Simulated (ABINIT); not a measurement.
# Ge (Fd-3m) in ABINIT: notebook

Aim: see how the results for Ge move with the level of theory and the settings. Levels: PBEsol, PBE. Tasks: single point, relaxation of cell and atoms.

Everything below comes from runs of ABINIT 10.8.3 (patched build). Logs are shortened: lines on timing, memory, paths and dates and some standing lists are left out, and cuts for length are marked. The log counts tension as positive stress, the text compression.

**Measured values to compare with.**

From “Electronic and optical properties of SixGe1-x-ySny alloys lattice-matched to Ge”, 2021, arxiv:2109.02782, for a bulk crystal of Ge: band gap 0.807 eV (direct) at 300 K; band gap 0.666 eV (indirect) at 293 K.

The results are compared with them further down.

## (1) Starting point

The structure is cubic, space group Fd-3m (No. 227). Conventional cell: a = 5.658 Å, b = 5.658 Å, c = 5.658 Å, α = 90.00°, β = 90.00°, γ = 90.00°. Around Ge (site symmetry -43m) lie 4 Ge at 2.45 Å.

## (2) Single point, PBEsol

Contents of run.abi:

```
# Pseudopotentials
pp_dirpath "./"
pseudos "Ge.upf"

# Structure
acell 3*1.0
rprim
     0.0000000000     5.3458651312     5.3458651312
     5.3458651312     0.0000000000     5.3458651312
     5.3458651312     5.3458651312     0.0000000000
ntypat 1
znucl 32
natom 2
typat 1 1
xcart
     4.2433650000     4.2433650000     4.2433650000
     2.8289100000     2.8289100000     2.8289100000 Angstrom

# Plane-wave basis
ecut 35.0

# k points
kptopt 1
ngkpt 6 6 6
nshiftk 1
shiftk 0.0 0.0 0.0

# Exchange and correlation
ixc -116133

# Bands and occupations
nband 18
occopt 3
tsmear 0.05 eV

# SCF cycle
nstep 100
tolvrs 1.0e-10

# Output
iomode 3
prtwf 0
prtden 0
prteig 0
prtebands 0
enunit 1
```

Potentials or basis: PseudoDojo NC SR PBEsol v0.4.1 standard.

Started as:

```sh
$ abinit run.abi > log 2>&1
```

run.abo:

```text
.Version 10.8.3 of ABINIT
 Symmetries : space group Fd -3 m (#227); Bravais cF (face-center cubic)
================================================================================
 Values of the parameters that define the memory need of the present run
     intxc =       0    ionmov =       0      iscf =       7    lmnmax =       6
     lnmax =       6     mgfft =      45  mpssoang =       3    mqgrid =    3001
     natom =       2  nloc_mem =       1    nspden =       1   nspinor =       1
    nsppol =       1      nsym =      48    n1xccc =    2501    ntypat =       1
    occopt =       3   xclevel =       2
       mpw =        3042          nfft =       91125          nkpt =          16
================================================================================
================================================================================

--------------------------------------------------------------------------------
------------- Echo of variables that govern the present computation ------------
--------------------------------------------------------------------------------
 -outvars: echo values of preprocessed input variables --------
            acell      1.0000000000E+00  1.0000000000E+00  1.0000000000E+00 Bohr
              amu      7.26100000E+01
             ecut      3.50000000E+01 Hartree
           enunit           1
              ixc     -116133
         kptrlatt        6    0    0      0    6    0      0    0    6
          kptrlen      4.53611698E+01
            natom           2
            nband          18
            ngfft          45      45      45
             nkpt          16
            nstep         100
             nsym          48
           ntypat           1
           occopt           3
           prtden           0
        prtebands           0
           prteig           0
            prtwf           0
            rprim      0.0000000000E+00  5.3458651312E+00  5.3458651312E+00
                       5.3458651312E+00  0.0000000000E+00  5.3458651312E+00
                       5.3458651312E+00  5.3458651312E+00  0.0000000000E+00
          spgroup         227
           tolvrs      1.00000000E-10
           tsmear      1.83746611E-03 Hartree
            typat      1  1
           xangst      4.2433649995E+00  4.2433649995E+00  4.2433649995E+00
                       2.8289100005E+00  2.8289100005E+00  2.8289100005E+00
            xcart      8.0187977014E+00  8.0187977014E+00  8.0187977014E+00
                       5.3458651358E+00  5.3458651358E+00  5.3458651358E+00
             xred      7.5000000043E-01  7.5000000043E-01  7.5000000043E-01
                       5.0000000043E-01  5.0000000043E-01  5.0000000043E-01
            znucl       32.00000

================================================================================

 chkinp: Checking input parameters for consistency.

================================================================================
== DATASET  1 ==================================================================

--- !DatasetInfo
iteration_state: {dtset: 1, }
dimensions: {natom: 2, nkpt: 16, mband: 18, nsppol: 1, nspinor: 1, nspden: 1, mpw: 3042, }
cutoff_energies: {ecut:  35.0, pawecutdg:  -1.0, }
electrons: {nelect:   2.80000000E+01, charge:   0.00000000E+00, occopt:   3.00000000E+00, tsmear:   1.83746611E-03, }
meta: {optdriver: 0, ionmov: 0, optcell: 0, iscf: 7, paral_kgb: 0, }
...

 Real(R)+Recip(G) space primitive vectors, cartesian coordinates (Bohr,Bohr^-1):
 R(1)=  0.0000000  5.3458651  5.3458651  G(1)= -0.0935302  0.0935302  0.0935302
 R(2)=  5.3458651  0.0000000  5.3458651  G(2)=  0.0935302 -0.0935302  0.0935302
 R(3)=  5.3458651  5.3458651  0.0000000  G(3)=  0.0935302  0.0935302 -0.0935302
 Unit cell volume ucvol=  3.0555120E+02 bohr^3
 Angles (23,13,12)=  6.00000000E+01  6.00000000E+01  6.00000000E+01 degrees

 getcut: wavevector=  0.0000  0.0000  0.0000  ngfft=  45  45  45
         ecut(hartree)=     35.000   => boxcut(ratio)=   2.18535

--- Pseudopotential description ------------------------------------------------
- pspini: atom type   1  psp file is ./Ge.upf
12 -116133 2 -1 1560                          pspcod,pspxc,lmax,lloc,mmax
     nproj     2     2     2

   1.72858076E+03                                ecore*ucvol(ha*bohr**3)
--------------------------------------------------------------------------------

================================================================================

--- !BeginCycle
iteration_state: {dtset: 1, }
solver: {iscf: 7, nstep: 100, nline: 4, wfoptalg: 0, }
tolerances: {tolvrs: 1.00E-10, }
...

     iter   Etot(hartree)      deltaE(h)  residm     vres2
 ETOT  1  -176.67301312127    -1.767E+02 8.178E-01 1.316E+02
 ETOT  2  -178.37120629398    -1.698E+00 1.953E-02 2.029E+02
 ETOT  3  -178.39499714557    -2.379E-02 5.007E-03 4.496E+01
 ETOT  4  -178.39783321473    -2.836E-03 9.663E-04 2.303E+01
 ETOT  5  -178.40076011403    -2.927E-03 7.853E-04 2.788E-02
 ETOT  6  -178.40076341614    -3.302E-06 5.533E-05 1.084E-03
 ETOT  7  -178.40076353019    -1.140E-07 5.903E-05 3.888E-05
 ETOT  8  -178.40076353507    -4.880E-09 3.246E-06 8.824E-07
 ETOT  9  -178.40076353518    -1.138E-10 3.967E-06 2.430E-09
 ETOT 10  -178.40076353518     2.274E-13 2.144E-07 1.998E-12

 At SCF step   10       vres2   =  2.00E-12 < tolvrs=  1.00E-10 =>converged.

 Cartesian components of stress tensor (hartree/bohr^3)
  sigma(1 1)=  4.12265420E-05  sigma(3 2)=  0.00000000E+00
  sigma(2 2)=  4.12265420E-05  sigma(3 1)=  0.00000000E+00
  sigma(3 3)=  4.12265420E-05  sigma(2 1)=  0.00000000E+00

--- !ResultsGS
iteration_state: {dtset: 1, }
comment   : Summary of ground state results
lattice_vectors:
- [  0.0000000,   5.3458651,   5.3458651, ]
- [  5.3458651,   0.0000000,   5.3458651, ]
- [  5.3458651,   5.3458651,   0.0000000, ]
lattice_lengths: [   7.56019,    7.56019,    7.56019, ]
lattice_angles: [ 60.000,  60.000,  60.000, ] # degrees, (23, 13, 12)
lattice_volume:   3.0555120E+02
convergence: {deltae:  2.274E-13, res2:  1.998E-12, residm:  2.144E-07, diffor: null, }
etotal    :  -1.78400764E+02
entropy   :   0.00000000E+00
fermie    :   1.45024537E-01
cartesian_stress_tensor: # hartree/bohr^3
- [  4.12265420E-05,   0.00000000E+00,   0.00000000E+00, ]
- [  0.00000000E+00,   4.12265420E-05,   0.00000000E+00, ]
- [  0.00000000E+00,   0.00000000E+00,   4.12265420E-05, ]
pressure_GPa:  -1.2129E+00
xred      :
- [  7.5000E-01,   7.5000E-01,   7.5000E-01, Ge]
- [  5.0000E-01,   5.0000E-01,   5.0000E-01, Ge]
cartesian_forces: # hartree/bohr
- [ -5.66648391E-29,   1.44810144E-28,  -1.82586704E-28, ]
- [  5.66648391E-29,  -1.44810144E-28,   1.82586704E-28, ]
force_length_stats: {min:   2.39830745E-28, max:   2.39830745E-28, mean:   2.39830745E-28, }
...

 Integrated electronic density in atomic spheres:
 ------------------------------------------------
 Atom  Sphere_radius  Integrated_density
    1        2.00000         11.55816886
    2        2.00000         11.56182534
================================================================================

 ----iterations are completed or convergence reached----

 Mean square residual over all n,k,spin=   14.524E-10; max=  21.440E-08
 reduced coordinates (array xred) for    2 atoms
       0.750000000426      0.750000000426      0.750000000426
       0.500000000426      0.500000000426      0.500000000426
 rms dE/dt=  9.8781E-28; max dE/dt=  2.1541E-27; dE/dt below (all hartree)
    1       0.000000000000      0.000000000000      0.000000000000
    2      -0.000000000000     -0.000000000000      0.000000000000

 cartesian coordinates (angstrom) at end:
    1      4.24336499951821     4.24336499951821     4.24336499951821
    2      2.82891000048179     2.82891000048178     2.82891000048178

 cartesian forces (hartree/bohr) at end:
    1     -0.00000000000000     0.00000000000000    -0.00000000000000
    2      0.00000000000000    -0.00000000000000     0.00000000000000
 frms,max,avg= 1.3846635E-28 1.8258670E-28   0.000E+00  0.000E+00  0.000E+00 h/b

 cartesian forces (eV/Angstrom) at end:
    1     -0.00000000000000     0.00000000000000    -0.00000000000000
    2      0.00000000000000    -0.00000000000000     0.00000000000000
 frms,max,avg= 7.1202258E-27 9.3889858E-27   0.000E+00  0.000E+00  0.000E+00 e/A
 length scales=  1.000000000000  1.000000000000  1.000000000000 bohr
              =  0.529177210544  0.529177210544  0.529177210544 angstroms
 Fermi (or HOMO) energy (eV) =   3.94632   Average Vxc (eV)= -10.24024
 Eigenvalues (   eV  ) for nkpt=  16  k points:
 kpt#   1, nband= 18, wtk=  0.00463, kpt=  0.0000  0.0000  0.0000 (reduced coord)
 -20.92637  -20.92637  -20.92637  -20.88993  -20.88993  -20.67898  -20.67898  -20.67898
 -20.66701  -20.66701   -8.86959    3.91010    3.92501    3.92501    3.92501    6.45705
   6.45705    6.45705
 prteigrs : prtvol=0 or 1, do not print more k-points.

--- !EnergyTerms
iteration_state     : {dtset: 1, }
comment             : Components of total free energy in Hartree
kinetic             :  1.33971736113444E+02
hartree             :  5.53084623215339E+01
xc                  : -4.31921865979290E+01
Ewald energy        : -9.87503791004545E+01
psp_core            :  5.65725408355031E+00
local_psp           : -1.37078715320340E+02
non_local_psp       : -9.43168628314566E+01
internal            : -1.78400691331652E+02
'-kT*entropy'       : -7.22035290046763E-05
total_energy        : -1.78400763535181E+02
total_energy_eV     : -4.85453208313373E+03
band_energy         : -1.57907038749301E+01
...

 Cartesian components of stress tensor (hartree/bohr^3)
  sigma(1 1)=  4.12265420E-05  sigma(3 2)=  0.00000000E+00
  sigma(2 2)=  4.12265420E-05  sigma(3 1)=  0.00000000E+00
  sigma(3 3)=  4.12265420E-05  sigma(2 1)=  0.00000000E+00

-Cartesian components of stress tensor (GPa)         [Pressure= -1.2129E+00 GPa]
- sigma(1 1)=  1.21292674E+00  sigma(3 2)=  0.00000000E+00
- sigma(2 2)=  1.21292674E+00  sigma(3 1)=  0.00000000E+00
- sigma(3 3)=  1.21292674E+00  sigma(2 1)=  0.00000000E+00

== END DATASET(S) ==============================================================
================================================================================

 -outvars: echo values of variables after computation  --------
            acell      1.0000000000E+00  1.0000000000E+00  1.0000000000E+00 Bohr
           etotal     -1.7840076354E+02
            fcart     -5.6664839118E-29  1.4481014441E-28 -1.8258670382E-28
                       5.6664839118E-29 -1.4481014441E-28  1.8258670382E-28
            rprim      0.0000000000E+00  5.3458651312E+00  5.3458651312E+00
                       5.3458651312E+00  0.0000000000E+00  5.3458651312E+00
                       5.3458651312E+00  5.3458651312E+00  0.0000000000E+00
           strten      4.1226541991E-05  4.1226541991E-05  4.1226541991E-05
                       0.0000000000E+00  0.0000000000E+00  0.0000000000E+00
           xangst      4.2433649995E+00  4.2433649995E+00  4.2433649995E+00
                       2.8289100005E+00  2.8289100005E+00  2.8289100005E+00
             xred      7.5000000043E-01  7.5000000043E-01  7.5000000043E-01
                       5.0000000043E-01  5.0000000043E-01  5.0000000043E-01
 Calculation completed.
```

Wall time 92 s (1 thread of Intel Xeon at 2.50GHz (Skylake/Cascade Lake), shared host); peak memory 0.09 GiB.

Results:

| Item | Value |
| --- | --- |
| Free energy | -4854.5321 eV |
| Pressure | -1.2 GPa |
| Band gap on the k mesh | none (metal or under the smearing width) |
| Valence electrons inside the program's atomic spheres | Ge 11.56 (radii [1.0584] Å) |

Caveat: this crystal is a semiconductor, whose small gap the functional closes, so the metal is an error of the method.

## (3) Single point, PBEsol

Contents of run.abi:

```
# Pseudopotentials
pp_dirpath "./"
pseudos "Ge.upf"

# Structure
acell 3*1.0 Angstrom
rprim
     0.0000000000     2.8289100000     2.8289100000
     2.8289100000     0.0000000000     2.8289100000
     2.8289100000     2.8289100000     0.0000000000
ntypat 1
znucl 32
natom 2
typat 1 1
xred
     0.7500000000     0.7500000000     0.7500000000
     0.5000000000     0.5000000000     0.5000000000

# Plane-wave basis
ecut 952.398519 eV

# k points
kptopt 1
ngkpt 6 6 6
nshiftk 1
shiftk 0.0 0.0 0.0

# Exchange and correlation
ixc -116133

# Bands and occupations
nband 18
occopt 3
tsmear 0.05 eV

# SCF cycle
nstep 100
tolvrs 1.0e-10

# Output
iomode 3
prtwf 0
prtden 0
prteig 0
prtebands 0
enunit 1
```

Potentials or basis: PseudoDojo NC SR PBEsol v0.4.1 standard.

Started as:

```sh
$ abinit run.abi > log 2>&1
```

Wall time 27 s (1 thread of Arm Neoverse V2, shared host); peak memory 0.09 GiB.

Results (log left out):

```
Free energy                                           : -4854.5321 eV
Pressure                                              : -1.2 GPa
Band gap on the k mesh                                : none (metal or under the smearing width)
Valence electrons inside the program's atomic spheres : Ge 11.56 (radii [1.0584] Å)
```

Levels at points of the mesh, in eV from the Fermi level:
```tsv
k point	band 10	band 11	band 12	band 13	band 14	band 15	band 16	band 17	band 18
(0.00, 0.00, 0.00)	-24.61	-12.82	-0.04	-0.02	-0.02	-0.02	2.51	2.51	2.51
(0.50, 0.00, 0.00)	-24.59	-10.72	-7.65	-1.43	-1.43	0.10	3.68	3.68	6.96
(0.50, 0.50, 0.00)	-24.57	-8.92	-8.92	-3.11	-3.11	0.64	0.64	9.46	9.46
```

Caveat: this crystal is a semiconductor, whose small gap the functional closes, so the metal is an error of the method.

## (4) Relaxation of cell and atoms, PBE

Contents of run.abi:

```
# Pseudopotentials
pp_dirpath "./"
pseudos "Ge_ONCV_PBE-1.2.upf"

# Structure
acell 4.0006828887 4.0006828887 4.0006828887 Angstrom
rprim
     0.0000000000     0.7071067812     0.7071067812
     0.7071067812     0.0000000000     0.7071067812
     0.7071067812     0.7071067812     0.0000000000
ntypat 1
znucl 32
natom 2
typat 1 1
chkprim 0
chksymtnons 0
tolsym 1.0e-6
xred
            3/4            3/4            3/4
            1/2            1/2            1/2

# Plane-wave basis
ecut 22.0
ecutsm 0.5

# k points
kptopt 1
ngkpt 6 6 6
nshiftk 1
shiftk 0.0 0.0 0.0

# Exchange and correlation
ixc 11

# Bands and occupations
nband 18
occopt 3
tsmear 0.05 eV

# SCF cycle
nstep 80
tolvrs 1.0e-12

# Output
iomode 3
prteig 0
prtebands 0
prtwf 0
prtden 0

# Relaxation
ionmov 2
optcell 2
ntime 50
tolmxf 2.0e-5
dilatmx 1.08
```

Potentials or basis: SG15 NC PBE v1.2.

Started as:

```sh
$ mpirun --bind-to none -np 4 abinit run.abi > log 2>&1
```

Run time: 14 s. Hardware: 4 MPI ranks of Arm Neoverse V2, shared host; peak memory 0.28 GiB.

Results (log left out):

* Free energy: -3852.4318 eV
* Relaxed volume: 24.05 Å³/atom
* Relaxed cell: a = 4.082 Å, b = 4.082 Å, c = 4.082 Å, α = 60.00°, β = 60.00°, γ = 60.00°
* Space group after relaxing (to 0.05 Å): Fd-3m (No. 227)
* Energy gained by relaxing: 16.7 meV/atom
* Ionic steps: 4
* Pressure after relaxing: 0.0 GPa
* Band gap on the k mesh: none (metal or under the smearing width)

Step by step:
| step | energy change (eV) | largest force (eV/Å) | pressure (GPa) | volume (Å³) |
| --- | --- | --- | --- | --- |
| 1 | 0.0000 | 0.0000 | 3.94 | 45.28 |
| 2 | -0.0121 | 0.0000 | 3.12 | 45.83 |
| 3 | -0.0334 | 0.0000 | 0.02 | 48.08 |
| 4 | -0.0334 | 0.0000 | 0.00 | 48.10 |

Final structure:
```xyz
2
Lattice="0.0000 2.8865 2.8865 2.8865 0.0000 2.8865 2.8865 2.8865 0.0000" Properties=species:S:1:pos:R:3 pbc="T T T"
Ge    4.3297    4.3297    4.3297
Ge    2.8865    2.8865    2.8865
```

Caveat: this crystal is a semiconductor, whose small gap the functional closes, so the metal is an error of the method.

## (5) Single point, PBE (cell relaxed)

Contents of run.abi:

```
# Pseudopotentials
pp_dirpath "./"
pseudos "Ge_ONCV_PBE-1.2.upf"

# Structure
acell 3*1.0
rprim
     0.0000000000     5.4546629948     5.4546629948
     5.4546629948     0.0000000000     5.4546629948
     5.4546629948     5.4546629948     0.0000000000
ntypat 1
znucl 32
natom 2
typat 1 1
xcart
     4.3297250250     4.3297250250     4.3297250250
     2.8864833500     2.8864833500     2.8864833500 Angstrom
chkprim 0
chksymtnons 0
tolsym 1.0e-6

# Plane-wave basis
ecut 22.0

# k points
kptopt 1
ngkpt 6 6 6
nshiftk 1
shiftk 0.0 0.0 0.0

# Exchange and correlation
ixc 11

# Bands and occupations
nband 18
occopt 3
tsmear 0.05 eV

# SCF cycle
nstep 100
tolvrs 1.0e-10

# Output
iomode 3
prtwf 0
prteig 0
prtebands 0
enunit 1
prtvol 2
prtden 1
prtvha 1
prtvclmb 1
prtpot 1
prtelf 1
```

Started as:

```sh
$ mpirun --bind-to none -np 4 abinit run.abi > log 2>&1
```

Wall time 3.9 s (4 MPI ranks of Arm Neoverse V2, shared host); peak memory 0.28 GiB.

It converged, with:

| Property | Result |
| --- | --- |
| Free energy | -3852.4320 eV |
| Pressure | 0.0 GPa |
| Band gap on the k mesh | none (metal or under the smearing width) |
| Valence electrons inside the program's atomic spheres | Ge 11.55 (radii [1.0584] Å) |

Levels at points of the mesh, in eV from the Fermi level:
| k point | band 12 | band 13 | band 14 | band 15 | band 16 | band 17 |
| --- | --- | --- | --- | --- | --- | --- |
| (0.00, 0.00, 0.00) | -0.46 | 0.04 | 0.04 | 0.04 | 2.57 | 2.57 |
| (0.50, 0.00, 0.00) | -7.29 | -1.27 | -1.27 | 0.05 | 3.75 | 3.75 |
| (0.50, 0.50, 0.00) | -8.63 | -2.83 | -2.83 | 0.87 | 0.87 | 9.08 |

Caveat: this crystal is a semiconductor, whose small gap the functional closes, so the metal is an error of the method.

(Part 1 of 2 ends here.)
